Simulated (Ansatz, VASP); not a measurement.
# PbO2 in VASP and in Ansatz

The input INCAR:

```
  ALGO = Normal
  EDIFF = 1E-6
  ENCUT = 520
  GGA = PE
  ISIF = 2
  ISMEAR = 0
  LASPH = True
  LCHARG = False
  LREAL = False
  LWAVE = False
  NBANDS = 20
  NELM = 100
  PREC = Accurate
  SIGMA = 0.1
```

KPOINTS

```
k-points
0
Gamma
  14 14 14
```

File POSCAR:

```
PbO2
1.0
    0.0000000000      2.7039120950      2.7039120950
    2.7039120950      0.0000000000      2.7039120950
    2.7039120950      2.7039120950      0.0000000000
Pb O
1 2
Direct
    0.0000000000      0.0000000000      0.0000000000
    0.2500000000      0.2500000000      0.2500000000
    0.7500000000      0.7500000000      0.7500000000
```

Input for Ansatz:

```yaml
crystal:
  lattice:
    - [0.0, 2.703912095, 2.703912095]
    - [2.703912095, 0.0, 2.703912095]
    - [2.703912095, 2.703912095, 0.0]
  atoms:
    - { symbol: Pb, position: [0.0, 0.0, 0.0] }
    - { symbol: O, position: [0.25, 0.25, 0.25] }
    - { symbol: O, position: [0.75, 0.75, 0.75] }
basis:
  ecutwfc: 420
kpoints:
  mp_grid: { grid: [14, 14, 14] }
  band_path:
    path:
      - [[0.0, 0.0, 0.0], [0.5, 0.0, 0.5], [0.625, 0.25, 0.625]]
      - [[0.375, 0.375, 0.75], [0.0, 0.0, 0.0], [0.5, 0.5, 0.5], [0.5, 0.25, 0.75], [0.5, 0.0, 0.5]]
    npoints: 14
hamiltonian:
  xc: pbe
scf:
  occupations: { method: gaussian, width: 0.1 }
  n_extra_bands: 7
output:
  forces: true
  stress: true
  eigenvalues: true
  populations: true
  dos: { projected: true, de: 0.02, nscf_kmesh: { grid: [21, 21, 21] } }
  bader: true
  write_density: true
  write_potential: true
  elf: true
  volumetric_format: npy
```

Alike in both runs: task single point; functional PBE; k mesh 14 × 14 × 14; occupations gaussian, width 0.1 eV; no spin polarisation.

|  | VASP | Ansatz |
| --- | --- | --- |
| version | VASP 6.6.1 | Ansatz 0.2.0 |
| potentials or method | VASP PAW PBE potentials, release 64 (Pb_d, O) | scalar-relativistic, plane waves, PAW |
| plane-wave cutoff (eV) | 520 | 420 |
| valence electrons in the cell | 26 | 26 |

```csv
,VASP,Ansatz,Ansatz less VASP
gap on the k mesh at the Fermi level (eV),none,none,-
pressure (GPa),0.2,0.0,-0.20
```

A gap of «none» marks a metal or a gap that the smearing closes.

Spin-orbit coupling is left out, which matters for the levels of Pb.
